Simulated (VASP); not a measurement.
# CdS (Fm-3m) in VASP: settings compared

One crystal, CdS, is run at these levels: PBEsol, PBE; tasks: dielectric tensor, G0W0 quasiparticle levels.

Everything below comes from runs of VASP 6.6.1. Logs are shortened: lines on timing, memory, paths and dates and some standing lists are left out, and cuts for length are marked.

## 1. The structure

It takes space group Fm-3m (No. 225, cubic). The conventional cell has a = 5.506 Å, b = 5.506 Å, c = 5.506 Å, α = 90.00°, β = 90.00°, γ = 90.00°. Cd (site symmetry m-3m) is surrounded by 6 S at 2.75 Å. S (site symmetry m-3m) has 6 Cd at 2.75 Å as nearest neighbours.

Measurements of this composition are mostly on another form, of space group No. 186.

## 2. Dielectric tensor, PBEsol

Contents of INCAR:

```
ALGO = Normal
EDIFF = 1E-8
ENCUT = 500
GGA = PS
ISIF = 2
ISMEAR = 0
LASPH = True
LCHARG = False
LEPSILON = True
LREAL = False
LWAVE = False
NELM = 100
PREC = Accurate
SIGMA = 0.01
```

Contents of KPOINTS:

```
k-points
0
Gamma
  8 8 8
```

Contents of POSCAR:

```
CdS
1.0
    0.0000000000      2.7532440000      2.7532440000
    2.7532440000      0.0000000000      2.7532440000
    2.7532440000      2.7532440000      0.0000000000
Cd S
1 1
Direct
    0.0000000000      0.0000000000      0.0000000000
    0.5000000000      0.5000000000      0.5000000000
```

Potentials or basis: VASP PAW PBE potentials, release 64 (Cd, S).

The run is started by

```console
> cat potpaw_PBE.64/Cd/POTCAR potpaw_PBE.64/S/POTCAR > POTCAR
> mpirun -np 1 vasp_std > vasp.out
```

OUTCAR:

```text
EDIFF = 1E-8
   ENCUT = 500
   GGA = PS
   ISIF = 2
   ISMEAR = 0
   LASPH = True
   LEPSILON = True
   LREAL = False
   NELM = 100
   PREC = Accurate

 Found     29 irreducible k-points:

 Following reciprocal coordinates:
            Coordinates               Weight
  0.000000  0.000000  0.000000      1.000000
  0.125000  0.000000  0.000000      8.000000
  0.250000  0.000000  0.000000      8.000000
  0.375000  0.000000  0.000000      8.000000
  0.500000  0.000000  0.000000      4.000000
  0.125000  0.125000  0.000000      6.000000
   k-points           NKPTS =     29   k-points in BZ     NKDIM =     29   number of bands    NBANDS=     13
   number of dos      NEDOS =    301   number of ions     NIONS =      2
   total plane-waves  NPLWV =  21952
   dimension x,y,z NGX =    28 NGY =   28 NGZ =   28
   dimension x,y,z NGXF=    56 NGYF=   56 NGZF=   56
   ions per type =               1   1
   NGX,Y,Z   is equivalent  to a cutoff of  11.95, 11.95, 11.95 a.u.
   NGXF,Y,Z  is equivalent  to a cutoff of  23.91, 23.91, 23.91 a.u.
 SYSTEM =  unknown system
   PREC   = accura    normal or accurate (medium, high low for compatibility)
   ISTART =      0    job   : 0-new  1-cont  2-samecut
   ICHARG =      2    charge: 1-file 2-atom 10-const
   ISPIN  =      1    spin polarized calculation?
   LNONCOLLINEAR =      F non collinear calculations
   LSORBIT =      F    spin-orbit coupling
   LASPH  =      T    aspherical Exc in radial PAW
   ENCUT  =  500.0 eV  36.75 Ry    6.06 a.u.   7.10  7.10  7.10*2*pi/ulx,y,z
   NELM   =    100;   NELMIN=  2; NELMDL= -5     # of ELM steps
   EDIFF  = 0.1E-07   stopping-criterion for ELM
   LREAL  =      F    real-space projection
   EDIFFG = 0.1E-06   stopping-criterion for IOM
   NSW    =      0    number of steps for IOM
   IBRION =     -1    ionic relax: 0-MD 1-quasi-New 2-CG
   NFREE  =      0    steps in history (QN), initial steepest desc. (CG)
   ISIF   =      2    stress and relaxation
   ISYM   =      2    0-nonsym 1-usesym 2-fastsym
   POTIM  = 0.5000    time-step for ionic-motion
   TEBEG  =    0.0;   TEEND  =   0.0 temperature during run
   PSTRESS=    0.0 pullay stress
   NELECT =      18.0000    total number of electrons
   NUPDOWN=      -1.0000    fix difference up-down
   EMIN   =  10.00;   EMAX   =-10.00  energy-range for DOS
   EFERMI =   0.00;   METHOD = LEGACY
   ISMEAR =     0;   SIGMA  =   0.01  broadening in eV -4-tet -1-fermi 0-gaus
   EFERMI_NEDOS =   21; number of points for ismear=-14 and -15
   IALGO  =     38    algorithm
   IMIX   =      4    mixing-type and parameters
     AMIX     =   0.40;   BMIX     =  1.00
     AMIX_MAG =   1.60;   BMIX_MAG =  1.00
  volume/ion in A,a.u.               =      20.87       140.84
  Fermi-wavevector in a.u.,A,eV,Ry     =   1.236833  2.337275 20.813583  1.529755
  Thomas-Fermi vector in A             =   2.371425
   LORBIT       =      0    0 simple, 1 ext, 2 COOP (PROOUT), +10 PAW based schemes
   GGA     = PS    functional components
   LHFCALC =     F    Hartree Fock is set to
   AEXX    =    0.0000 exact exchange contribution
   IVDW    =     0    specifies the selected vdW correction
   LEPSILON=     T    determine dielectric tensor
   LRPA    =     F    only Hartree local field effects (RPA)
 non-spin polarized calculation
 Gauss-broadening in eV      SIGMA  =   0.01
  energy-cutoff  :      500.00
  volume of cell :       41.74
 maximum number of plane-waves:      1068
   NGX = 15   NGY = 15   NGZ = 15

--------------------------------------- Ionic step        1  -------------------------------------------

 number of electron      17.9999990 magnetization

 E-fermi :   2.6668     XC(G=0): -10.5084

 val. band max:        2.6169977913   @ k =   0.5000   0.0000   0.0000
 cond. band min:       2.7484463573   @ k =   0.5000   0.5000   0.0000
 fundamental gap:      0.1314485660
 Fermi energy:         2.6667857997

 k-point     1 :       0.0000    0.0000    0.0000
  band No.  band energies     occupation
      1     -10.0666      2.00000
      2      -4.9401      2.00000
      3      -4.9401      2.00000
      4      -4.9382      2.00000
      5      -4.9382      2.00000
      6      -4.9382      2.00000
      7       1.9070      2.00000
      8       1.9070      2.00000
      9       1.9070      2.00000
     10       3.3208      0.00000
     11      11.7626      0.00000
     12      11.7626      0.00000
     13      11.7626      0.00000

 k-point     2 :       0.1250    0.0000    0.0000
  band No.  band energies     occupation
      1      -9.9353      2.00000
      2      -4.9851      2.00000
      3      -4.9851      2.00000
      4      -4.9526      2.00000
      5      -4.9100      2.00000
      6      -4.9100      2.00000
      7       0.7159      2.00000
      8       1.9997      2.00000
      9       1.9997      2.00000
     10       4.5002      0.00000
     11      10.5192      0.00000
     12      11.4075      0.00000
     13      11.4075      0.00000

 k-point     3 :       0.2500    0.0000    0.0000
  band No.  band energies     occupation
      1      -9.5837      2.00000
      2      -5.0907      2.00000
      3      -5.0907      2.00000
      4      -5.0065      2.00000
      5      -4.8402      2.00000
      6      -4.8402      2.00000
      7      -0.7619      2.00000
      8       2.2357      2.00000
      9       2.2357      2.00000
     10       5.7628      0.00000
     11       9.3137      0.00000
     12       9.9732      0.00000
     13       9.9732      0.00000

 k-point     4 :       0.3750    0.0000    0.0000
  band No.  band energies     occupation
      1      -9.1620      2.00000
      2      -5.1918      2.00000
      3      -5.1918      2.00000
      4      -5.1128      2.00000
      5      -4.7689      2.00000
      6      -4.7689      2.00000
      7      -1.8202      2.00000
      8       2.4974      2.00000
      9       2.4974      2.00000
     10       6.0767      0.00000
     11       8.8436      0.00000
     12       8.8436      0.00000
     13       9.1061      0.00000

 k-point     5 :       0.5000    0.0000    0.0000
  band No.  band energies     occupation
      1      -8.9562      2.00000
      2      -5.2325      2.00000
      3      -5.2325      2.00000
      4      -5.1874      2.00000
      5      -4.7390      2.00000
      6      -4.7390      2.00000
      7      -2.2020      2.00000
      8       2.6170      2.00000
      9       2.6170      2.00000
     10       5.9880      0.00000
     11       8.4259      0.00000
     12       8.4259      0.00000
     13       9.2103      0.00000

 k-point     6 :       0.1250    0.1250    0.0000
  band No.  band energies     occupation
      1      -9.8981      2.00000
      2      -5.0336      2.00000
      3      -4.9607      2.00000
      4      -4.9246      2.00000
      5      -4.9102      2.00000
      6      -4.9102      2.00000
      7       0.8633      2.00000
      8       1.7252      2.00000
      9       1.7252      2.00000
     10       4.9148      0.00000
     11      10.4603      0.00000
     12      10.6658      0.00000
     13      11.4809      0.00000

 [... further k-points ...]

  FORCE on cell =-STRESS in cart. coord.  units (eV):
  Direction    XX          YY          ZZ          XY          YZ          ZX
  --------------------------------------------------------------------------------------
  -------------------------------------------------------------------------------------
  Total       -1.0337506     -1.0337506     -1.0337506     -0.0000000      0.0000000     -0.0000000
  in kB      -39.6791395    -39.6791395    -39.6791395     -0.0000000      0.0000000     -0.0000000
  external PRESSURE =     -39.6791395 kB  Pullay stress =       0.0000000 kB

 VOLUME and BASIS-vectors are now :
 -----------------------------------------------------------------------------
  energy-cutoff  :      500.00
  volume of cell :       41.74
      direct lattice vectors                 reciprocal lattice vectors
     0.000000000  2.753244000  2.753244000    -0.181603955  0.181603955  0.181603955
     2.753244000  0.000000000  2.753244000     0.181603955 -0.181603955  0.181603955
     2.753244000  2.753244000  0.000000000     0.181603955  0.181603955 -0.181603955

 POSITION                                       TOTAL-FORCE (eV/Angst)
 -----------------------------------------------------------------------------------
      0.00000      0.00000      0.00000         0.000000      0.000000      0.000000
      2.75324      2.75324      2.75324        -0.000000     -0.000000     -0.000000
 -----------------------------------------------------------------------------------
    total drift:                                0.000000      0.000000      0.000000

  FREE ENERGIE OF THE ION-ELECTRON SYSTEM (eV)
  ---------------------------------------------------
  free  energy   TOTEN  =        -6.6185058488 eV

  energy  without entropy=       -6.6185058488  energy(sigma->0) =       -6.61850585

 HEAD OF MICROSCOPIC STATIC DIELECTRIC TENSOR (INDEPENDENT PARTICLE, excluding Hartree and local field effects)
 ------------------------------------------------------
          10.577757     0.000000    -0.000000
          -0.000000    10.577757     0.000000
           0.000000     0.000000    10.577757
 ------------------------------------------------------

 Free energy of the ion-electron system (eV)
  ---------------------------------------------------
  ---------------------------------------------------
  free energy    TOTEN  =        -1.10709579 eV

  energy without entropy =       -1.10709579

------------------------ aborting loop because EDIFF is reached ----------------------------------------

--------------------------------------- Ionic step        2  -------------------------------------------

------------------------ aborting loop because EDIFF is reached ----------------------------------------

--------------------------------------- Ionic step        3  -------------------------------------------

 Free energy of the ion-electron system (eV)
  ---------------------------------------------------
  ---------------------------------------------------
  free energy    TOTEN  =        -1.10709514 eV

  energy without entropy =       -1.10709514

------------------------ aborting loop because EDIFF is reached ----------------------------------------

 PIEZOELECTRIC TENSOR FIELD DIRECTION 3  (e Angst)
 -----------------------------------------------------------------------------
     0.00030  0.00000  0.00000           ( -0.00000  0.00000  0.00000)
     0.00000  0.00030 -0.00000           (  0.00000 -0.00000 -0.00000)
     0.00000 -0.00000 -0.00301           (  0.00000 -0.00000  0.00002)

 PIEZOELECTRIC TENSOR FIELD DIRECTION 3  (C/m^2)
 -----------------------------------------------------------------------------
     0.00012  0.00000  0.00000
     0.00000  0.00012 -0.00000
     0.00000 -0.00000 -0.00116

 MACROSCOPIC STATIC DIELECTRIC TENSOR (including local field effects in DFT)
 ------------------------------------------------------
          10.141043     0.000000     0.000000
          -0.000000    10.141043     0.000000
           0.000000     0.000000    10.141043
 ------------------------------------------------------

 PIEZOELECTRIC TENSOR (including local field effects)  for field in x, y, z        (e  Angst)
          XX          YY          ZZ          XY          YZ          ZX
  --------------------------------------------------------------------------------
  x     0.00000     0.00000     0.00000     0.00000     0.00000     0.00000
  y     0.00000     0.00000     0.00000     0.00000     0.00000     0.00000
  z     0.00000     0.00000     0.00000     0.00000     0.00000     0.00000

 PIEZOELECTRIC TENSOR (including local field effects)  for field in x, y, z        (C/m^2)
          XX          YY          ZZ          XY          YZ          ZX
  --------------------------------------------------------------------------------
  x     0.00000     0.00000     0.00000     0.00000     0.00000     0.00000
  y     0.00000     0.00000     0.00000     0.00000     0.00000     0.00000
  z     0.00000     0.00000     0.00000     0.00000     0.00000     0.00000

 BORN EFFECTIVE CHARGES (including local field effects) (in |e|, cummulative output)
 ---------------------------------------------------------------------------------
 ion    1
    1     3.04846     0.00000     0.00000
    2     0.00000     3.04846     0.00000
    3     0.00000     0.00000     3.04846
 ion    2
    1    -3.04846    -0.00000    -0.00000
    2     0.00000    -3.04846    -0.00000
    3     0.00000     0.00000    -3.04846
```

Run time: 99 s. Hardware: 1 thread of Intel Xeon Platinum 8488C (Sapphire Rapids), shared host; peak memory 0.22 GiB.

These settings aren't checked as converged: the numbers below hold their error.

Results:

* Band gap on the k mesh: 0.13 eV, indirect (least direct gap 1.41 eV)
* Electronic dielectric tensor (diagonal): 10.14
* Born charges (mean of the diagonal): Cd +3.05; S -3.05 e

Caveat: the gap is small at this level, which inflates the dielectric constant; the PAW data sets were made with another functional, which shifts forces and pressure a little.

## 3. Dielectric tensor, PBEsol

Edit INCAR of step 2 so:

```diff
@@ -2,3 +2,3 @@
 EDIFF = 1E-8
-ENCUT = 500
+ENCUT = 600
 GGA = PS
```

KPOINTS is that of step 2.

POSCAR is that of step 2.

Potentials or basis: VASP PAW PBE potentials, release 64 (Cd, S).

The run is started by

```console
> cat potpaw_PBE.64/Cd/POTCAR potpaw_PBE.64/S/POTCAR > POTCAR
> mpirun -np 1 vasp_std > vasp.out
```

OUTCAR:

```text
EDIFF = 1E-8
   ENCUT = 600
   GGA = PS
   ISIF = 2
   ISMEAR = 0
   LASPH = True
   LEPSILON = True
   LREAL = False
   NELM = 100
   PREC = Accurate

 Found     29 irreducible k-points:

 Following reciprocal coordinates:
            Coordinates               Weight
  0.000000  0.000000  0.000000      1.000000
  0.125000  0.000000  0.000000      8.000000
  0.250000  0.000000  0.000000      8.000000
  0.375000  0.000000  0.000000      8.000000
  0.500000  0.000000  0.000000      4.000000
  0.125000  0.125000  0.000000      6.000000
   k-points           NKPTS =     29   k-points in BZ     NKDIM =     29   number of bands    NBANDS=     13
   number of dos      NEDOS =    301   number of ions     NIONS =      2
   total plane-waves  NPLWV =  32768
   dimension x,y,z NGX =    32 NGY =   32 NGZ =   32
   dimension x,y,z NGXF=    64 NGYF=   64 NGZF=   64
   ions per type =               1   1
   NGX,Y,Z   is equivalent  to a cutoff of  13.66, 13.66, 13.66 a.u.
   NGXF,Y,Z  is equivalent  to a cutoff of  27.33, 27.33, 27.33 a.u.
 SYSTEM =  unknown system
   PREC   = accura    normal or accurate (medium, high low for compatibility)
   ISTART =      0    job   : 0-new  1-cont  2-samecut
   ICHARG =      2    charge: 1-file 2-atom 10-const
   ISPIN  =      1    spin polarized calculation?
   LNONCOLLINEAR =      F non collinear calculations
   LSORBIT =      F    spin-orbit coupling
   LASPH  =      T    aspherical Exc in radial PAW
   ENCUT  =  600.0 eV  44.10 Ry    6.64 a.u.   7.78  7.78  7.78*2*pi/ulx,y,z
   NELM   =    100;   NELMIN=  2; NELMDL= -5     # of ELM steps
   EDIFF  = 0.1E-07   stopping-criterion for ELM
   LREAL  =      F    real-space projection
   EDIFFG = 0.1E-06   stopping-criterion for IOM
   NSW    =      0    number of steps for IOM
   IBRION =     -1    ionic relax: 0-MD 1-quasi-New 2-CG
   NFREE  =      0    steps in history (QN), initial steepest desc. (CG)
   ISIF   =      2    stress and relaxation
   ISYM   =      2    0-nonsym 1-usesym 2-fastsym
   POTIM  = 0.5000    time-step for ionic-motion
   TEBEG  =    0.0;   TEEND  =   0.0 temperature during run
   PSTRESS=    0.0 pullay stress
   NELECT =      18.0000    total number of electrons
[... 169 lines left out ...]
          -0.000000     0.000000    10.576907
 ------------------------------------------------------

 Free energy of the ion-electron system (eV)
  ---------------------------------------------------
  ---------------------------------------------------
  free energy    TOTEN  =        -1.10728074 eV

  energy without entropy =       -1.10728074

------------------------ aborting loop because EDIFF is reached ----------------------------------------

--------------------------------------- Ionic step        2  -------------------------------------------

------------------------ aborting loop because EDIFF is reached ----------------------------------------

--------------------------------------- Ionic step        3  -------------------------------------------

 Free energy of the ion-electron system (eV)
  ---------------------------------------------------
  ---------------------------------------------------
  free energy    TOTEN  =        -1.10728240 eV

  energy without entropy =       -1.10728240

------------------------ aborting loop because EDIFF is reached ----------------------------------------

 PIEZOELECTRIC TENSOR FIELD DIRECTION 3  (e Angst)
 -----------------------------------------------------------------------------
     0.00030  0.00000  0.00000           ( -0.00000  0.00000  0.00000)
     0.00000  0.00030 -0.00000           (  0.00000 -0.00000  0.00000)
     0.00000 -0.00000 -0.00302           (  0.00000  0.00000  0.00002)

 PIEZOELECTRIC TENSOR FIELD DIRECTION 3  (C/m^2)
 -----------------------------------------------------------------------------
     0.00012  0.00000  0.00000
     0.00000  0.00012 -0.00000
     0.00000 -0.00000 -0.00116

 MACROSCOPIC STATIC DIELECTRIC TENSOR (including local field effects in DFT)
 ------------------------------------------------------
          10.140170    -0.000000     0.000000
           0.000000    10.140170     0.000000
           0.000000     0.000000    10.140170
 ------------------------------------------------------

 PIEZOELECTRIC TENSOR (including local field effects)  for field in x, y, z        (e  Angst)
          XX          YY          ZZ          XY          YZ          ZX
  --------------------------------------------------------------------------------
  x     0.00000     0.00000     0.00000     0.00000     0.00000     0.00000
  y     0.00000     0.00000     0.00000     0.00000     0.00000     0.00000
  z     0.00000     0.00000     0.00000     0.00000     0.00000     0.00000

 PIEZOELECTRIC TENSOR (including local field effects)  for field in x, y, z        (C/m^2)
          XX          YY          ZZ          XY          YZ          ZX
  --------------------------------------------------------------------------------
  x     0.00000     0.00000     0.00000     0.00000     0.00000     0.00000
  y     0.00000     0.00000     0.00000     0.00000     0.00000     0.00000
  z     0.00000     0.00000     0.00000     0.00000     0.00000     0.00000

 BORN EFFECTIVE CHARGES (including local field effects) (in |e|, cummulative output)
 ---------------------------------------------------------------------------------
 ion    1
    1     3.04860     0.00000     0.00000
    2    -0.00000     3.04860     0.00000
    3    -0.00000     0.00000     3.04860
 ion    2
    1    -3.04860    -0.00000    -0.00000
    2     0.00000    -3.04860    -0.00000
    3     0.00000    -0.00000    -3.04860
```

Wall time 1.9 min (1 thread of Intel Xeon Platinum 8488C (Sapphire Rapids), shared host); peak memory 0.27 GiB.

These settings aren't checked as converged: the numbers below hold their error.

What came out:

```yaml
Band_gap_on_the_k_mesh: 0.13 eV, indirect (least direct gap 1.41 eV)
Electronic_dielectric_tensor_diagonal: 10.14
Born_charges_mean_of_the_diagonal: Cd +3.05; S -3.05 e
```

Caveat: the gap is small at this level, which inflates the dielectric constant; the PAW data sets were made with another functional, which shifts forces and pressure a little.

(Part 1 of 3 ends here.)
